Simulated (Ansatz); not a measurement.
# Fe (Im-3m) in Ansatz: notebook

One crystal, Fe, is run at these levels: PBE; tasks: single point.

Everything below comes from runs of Ansatz 0.2.0. Logs are shortened: lines on timing, memory, paths and dates and some standing lists are left out, and cuts for length are marked.

### Step 1. The structure

Symmetry: Im-3m, No. 229, cubic system. Conventional cell: a = 2.886 Å, b = 2.886 Å, c = 2.886 Å, α = 90.00°, β = 90.00°, γ = 90.00°. Fe (site symmetry m-3m) has 8 Fe at 2.50 Å as nearest neighbours.

### Step 2. Single point, PBE, collinear spin, ferromagnetic start

Contents of input.yaml:

```yaml
crystal:
  lattice:
    - [-1.443, 1.443, 1.443]
    - [1.443, -1.443, 1.443]
    - [1.443, 1.443, -1.443]
  atoms:
    - { symbol: Fe, position: [0.0, 0.0, 0.0], spin: 3.0 }
kpoints:
  mp_grid: { grid: [13, 13, 13] }
scf:
  occupations: { method: gaussian, width: 0.027 }
hamiltonian:
  xc: pbe
  pseudopotentials: { kind: all_electron, lapw: { basis_error: 0.001 } }
magnetization:
  spin_polarized: true
output:
  forces: true
  stress: true
  eigenvalues: true
```

Potentials or basis: all-electron LAPW, scalar-relativistic.

The run is started by

```sh
> ansatz run input.yaml --threads 2 --pin off --max-ram 6144MiB --backend cpu --events-out ev --progress --plain --runs-dir out
```

Log:

```text
Warning: RAYON_NUM_THREADS=2 ignored (pool sized by the plan → 2); use --threads N
LAPW: plane waves up to 8.913 Å⁻¹, error target 1.0e-3 eV per atom; small_component_spin mean_spin; Fe in spheres of 1.250 Å, 16 of its electrons in bands, Dirac shells [] (how accurate: hamiltonian.pseudopotentials.lapw.basis_error, Limitations)
Engine: ansatz 0.2.0, x86_64-unknown-linux-gnu
Pseudopotentials: kind: all_electron
Pseudopotential: Fe, LAPW, valence charge 16, lapw/all_electron/scalar/gaussian/Fe, Koelling and Harmon's equation, gaussian nucleus
Functional definition: PBE
  parameter kappa = 0.804
  parameter beta = 0.06672455060314922
  exchange = pbe_x(kappa = kappa, mu = beta*pi^2/3)
  correlation = pbe_c(beta = beta)
Crystal: 1 atoms, lattice volume = 12.019 Å³
Basis set: ecut = 302.67081411224734 eV, 141 PW (Γ), exchange–correlation at level 2
Bands: 14, of which v1, the nominal top of the filled ones, is band 8 counted from 1 (7 counted from 0)
Symmetry: 48 space group operations
Space group: Im-3m (ITA 229), of the structure as read, at distance tolerance 2.3e-5 Å
Magnetic group: BNS 229.140 (UNI 1642), of the structure as read, at distance tolerance 2.3e-5 Å
k-points: 84 of 2197
Non-local potential: Fe, projectors of the file, none
Initial density: superposition of atomic densities (chi_scale 0.1, normalization cell)
Starting moments: Σ|m| = 3 μB on 1 of 1 site
Initial wavefunctions: plane waves of lowest kinetic energy (no species holds an atomic orbital)
Functional: x = pbe(κ = 0.804, μ = 0.2195149727645171), c = pbe(β = 0.06672455060314922)
iter 1 solved again at ethr=2.75e-5 eV; its pass at ethr=1.00e-1 eV (dr2=4.40e-3 eV) is discarded
SCF iter   1: F=—  HF=-34633.980387 eV  |F-HF|=—  |Δ(HF+E_count)|=         —  Δρ=2.29e-2 (↑2.29e-2 ↓2.21e-2)  dr2=4.48e-3  dr2_m=5.31e-2  M=2.481 μB ∫|m|=2.509 μB  β_m=0.30  ethr=2.75e-5  ⟨swp⟩=3.5  Hψ=18246  notcnv=0
Mixer restart at iter 1: flushing history
preconditioner: auto → none  [metal: Δε(μ)=0.005 eV  Ē_g=14.490 eV  σ=0.027 eV  W_gap=0.11  n_scr=0 (ndim 8)  ℏωp=30.3 eV  f_vac=0.000  D(μ)=1.59/eV (n_scr^D=18)]
SCF iter   2: F=—  HF=-34634.013064 eV  |F-HF|=—  |Δ(HF+E_count)|=   3.27e-2  Δρ=1.63e-2 (↑1.63e-2 ↓1.62e-2)  dr2=1.13e-3  dr2_m=2.83e-2  M=2.464 μB ∫|m|=2.507 μB  β_m=0.54  ethr=2.75e-5  ⟨swp⟩=2.3  Hψ=6818  notcnv=0
SCF iter   3: F=—  HF=-34634.076756 eV  |F-HF|=—  |Δ(HF+E_count)|=   6.37e-2  Δρ=1.16e-2 (↑1.16e-2 ↓1.04e-2)  dr2=1.82e-3  dr2_m=1.25e-2  M=2.287 μB ∫|m|=2.391 μB  β_m=0.47  ethr=7.09e-6  ⟨swp⟩=3.0  Hψ=7839  notcnv=0
iter 4 solved again at ethr=2.62e-7 eV; its pass at ethr=7.09e-6 eV (dr2=4.19e-5 eV) is discarded
SCF iter   4: F=—  HF=-34634.076976 eV  |F-HF|=—  |Δ(HF+E_count)|=   2.20e-4  Δρ=1.49e-3 (↑1.40e-3 ↓1.49e-3)  dr2=4.20e-5  dr2_m=2.03e-4  M=2.243 μB ∫|m|=2.390 μB  β_m=0.61  ethr=2.62e-7  ⟨swp⟩=2.0  Hψ=12084  notcnv=0
SCF iter   5: F=—  HF=-34634.079240 eV  |F-HF|=—  |Δ(HF+E_count)|=         —  Δρ=1.06e-3 (↑1.06e-3 ↓9.99e-4)  dr2=2.45e-6  dr2_m=1.16e-4  M=2.256 μB ∫|m|=2.391 μB  β_m=0.61  ethr=2.62e-7  ⟨swp⟩=3.0  Hψ=6980  notcnv=0
the basis was enlarged: its passes take 1.2 MiB over the memory plan, 2 of 2 planned eigensolver slots
SCF iter   6: F=—  HF=-34634.079361 eV  |F-HF|=—  |Δ(HF+E_count)|=   1.21e-4  Δρ=7.48e-4 (↑7.48e-4 ↓7.11e-4)  dr2=2.73e-6  dr2_m=5.75e-5  M=2.242 μB ∫|m|=2.382 μB  β_m=0.59  ethr=1.53e-8  ⟨swp⟩=3.5  Hψ=7121  notcnv=0
SCF iter   7: F=—  HF=-34634.079424 eV  |F-HF|=—  |Δ(HF+E_count)|=   6.34e-5  Δρ=1.19e-4 (↑1.14e-4 ↓1.19e-4)  dr2=9.23e-8  dr2_m=1.46e-6  M=2.245 μB ∫|m|=2.383 μB  β_m=0.80  ethr=1.53e-8  ⟨swp⟩=3.0  Hψ=6566  notcnv=0
SCF iter   8: F=—  HF=-34634.079426 eV  |F-HF|=—  |Δ(HF+E_count)|=   2.46e-6  Δρ=1.36e-4 (↑1.36e-4 ↓1.32e-4)  dr2=3.61e-8  dr2_m=1.97e-6  M=2.244 μB ∫|m|=2.382 μB  β_m=0.80  ethr=5.77e-10  ⟨swp⟩=3.0  Hψ=6629  notcnv=0
SCF iter   9: F=—  HF=-34634.079430 eV  |F-HF|=—  |Δ(HF+E_count)|=   3.33e-6  Δρ=2.63e-5 (↑2.63e-5 ↓2.58e-5)  dr2=1.28e-9  dr2_m=7.42e-8  M=2.245 μB ∫|m|=2.382 μB  β_m=0.90  ethr=2.26e-10  ⟨swp⟩=3.0  Hψ=6633  notcnv=0
SCF iter  10: F=—  HF=-34634.079430 eV  |F-HF|=—  |Δ(HF+E_count)|=   2.47e-7  Δρ=4.46e-6 (↑4.46e-6 ↓4.34e-6)  dr2=6.99e-11  dr2_m=2.10e-9  M=2.245 μB ∫|m|=2.382 μB  β_m=0.95  ethr=8.01e-12  ⟨swp⟩=3.2  Hψ=6744  notcnv=0
SCF iter  11: F=-34634.079430 eV  HF=-34634.079430 eV  |F-HF|=5.82e-11  |Δ(HF+E_count)|=   1.99e-8  Δρ=1.03e-7 (↑7.32e-8 ↓1.03e-7)  dr2=1.79e-12  dr2_m=1.61e-13  M=2.245 μB ∫|m|=2.382 μB  ethr=1.00e-12  ⟨swp⟩=3.0  Hψ=6621  notcnv=0
SCF 1 converged in 11 iterations: F = -34634.079430 eV  dr2 = 1.79e-12
SCF converged after 11 iterations
Magnetization: 2.2449 μB (9.1224 up, 6.8776 down)
Absolute magnetization: 2.3820 μB (∫|ρ↑−ρ↓|)
Spin contamination: 0.0430 ħ² per cell (⟨S²⟩ above its minimum at these occupations)
Per-site moments (μB) at R_I (Å): [(2.308007979629707, 1.2496746390393385)]
Free energy (F): -34634.079430 eV
Harris-Foulkes:  -34634.079430 eV  (|F-HF|=5.82e-11)
Internal energy: -34634.079080 eV  (E = F + TS)
E sigma→0 (E₀):  -34634.079255 eV
Entropy (-TS):   -0.000350 eV (-0.350 meV/atom)
Fermi energy:    17.370538 eV
--- Per-component energies (eV) ---
  E_band       = -228.072285
  E_kinetic    = 35108.878136
  E_xc         = -1522.226218
  E_electrostatic = -68220.730998  (all electrons and nuclei)
  E_smearing   = -0.000350  (= −TS)
  E_closure    = 0.000000  (closes the sum)
  E_atoms      = -34625.004615  (free atoms, spherical and without spin; not in F)
  Σ components = -34634.079430   (vs F -34634.079430, Δ=0.00e0)
  Basis errors (estimates in eV, not in F): energy 2.6e-4 per atom: plane waves 2.3e-4 (1.2e-4 summed), levels above the bands 0.0e0, relativity 4.6e-9, radial functions 3.2e-5, core shells 3.9e-9; eigenvalues (radial functions only) 3.5e-5; not estimated: angular momenta, meshes, grids; target (lapw.basis_error) 1.0e-3; muffin-tin radii Fe 1.250 Å
--- Forces (eV/Å), atoms counted from 1 ---
  atom   1  Fe    -0.00000000     0.00000000    -0.00000000
  max |Σ_I F_I| component: 7.23e-31 eV/Å
--- Stress (GPa, compression-positive) ---
       -9.751076       0.000000      -0.000000
        0.000000      -9.751076      -0.000000
       -0.000000      -0.000000      -9.751076
  P = ⅓ Tr σ = -9.7511 GPa (-97.511 kbar)
--- Band table (eV; the first three rows and the last of 168) ---
  k-point 0 ↑: bands = ["-70.6317", "-36.4698", "-36.4698", "-36.4698", "9.2173", "15.2050", "15.2050", "15.2050", "16.2927", "16.2927", "41.2785", "41.2785", "41.2785", "46.4183"]
  k-point 1 ↑: bands = ["-70.6282", "-36.4895", "-36.4764", "-36.4697", "9.4516", "15.1437", "15.1991", "15.3264", "16.2342", "16.2976", "39.8654", "40.9467", "41.1303", "45.4798"]
  k-point 2 ↑: bands = ["-70.6184", "-36.5440", "-36.4948", "-36.4696", "10.1270", "14.9766", "15.1487", "15.6735", "16.1359", "16.3141", "36.8434", "39.7520", "40.8033", "43.1995"]
  k-point 83 ↓: bands = ["-67.7949", "-34.0708", "-34.0671", "-34.0671", "14.7563", "14.7784", "19.5621", "19.5621", "19.6535", "26.3935", "27.3354", "27.3354", "33.5184", "33.9753"]
```

Wall time 3.4 s (2 threads of AMD EPYC 9R45 (Zen 5), shared host); peak memory 0.41 GiB.

Results:

| Quantity | Value |
| --- | --- |
| Free energy | -34634.0794 eV |
| Pressure | -9.8 GPa |
| Band gap on the k mesh | none (metal or under the smearing width) |
| Net moment | 2.24 μB per cell |
| Absolute moment | 2.38 μB per cell |
| Site moments | Fe +2.31 μB |

Levels at points of the mesh, in eV from the Fermi level:
Spin up:
```csv
k point,band 6,band 7,band 8,band 9,band 10,band 11,band 12,band 13
"(0.00, 0.00, 0.00)",-2.17,-2.17,-2.17,-1.08,-1.08,23.91,23.91,23.91
```
Spin down:
| k point | band 3 | band 4 | band 5 | band 6 | band 7 | band 8 | band 9 | band 10 | band 11 | band 12 |
| --- | --- | --- | --- | --- | --- | --- | --- | --- | --- | --- |
| (0.00, 0.00, 0.00) | -51.17 | -51.17 | -8.02 | -0.21 | -0.21 | -0.21 | 1.78 | 1.78 | 23.65 | 23.65 |

### Step 3. Single point, PBE, collinear spin, ferromagnetic start

input.yaml: that of step 2 with these lines changed.

```diff
@@ -10,3 +10,3 @@
 scf:
-  occupations: { method: gaussian, width: 0.027 }
+  occupations: { method: gaussian, width: 0.017 }
 hamiltonian:
```

Potentials or basis: all-electron LAPW, scalar-relativistic.

The run is started by

```sh
> ansatz run input.yaml --threads 2 --pin off --max-ram 6144MiB --backend cpu --events-out ev --progress --plain --runs-dir out
```

Run time: 3.4 s. Hardware: 2 threads of AMD EPYC 9R45 (Zen 5), shared host; peak memory 0.41 GiB.

Results (log left out):

```
Free energy            : -34634.0793 eV
Pressure               : -9.8 GPa
Band gap on the k mesh : none (metal or under the smearing width)
Net moment             : 2.24 μB per cell
Absolute moment        : 2.38 μB per cell
Site moments           : Fe +2.31 μB
```

Levels at points of the mesh, in eV from the Fermi level:
Spin up:
```csv
k point,band 7,band 8,band 9,band 10,band 11,band 12
"(0.00, 0.00, 0.00)",-2.17,-2.17,-1.08,-1.08,23.91,23.91
```
Spin down:
```csv
k point,band 3,band 4,band 5,band 6,band 7,band 8,band 9,band 10,band 11,band 12
"(0.00, 0.00, 0.00)",-51.17,-51.17,-8.02,-0.21,-0.21,-0.21,1.78,1.78,23.64,23.64
```
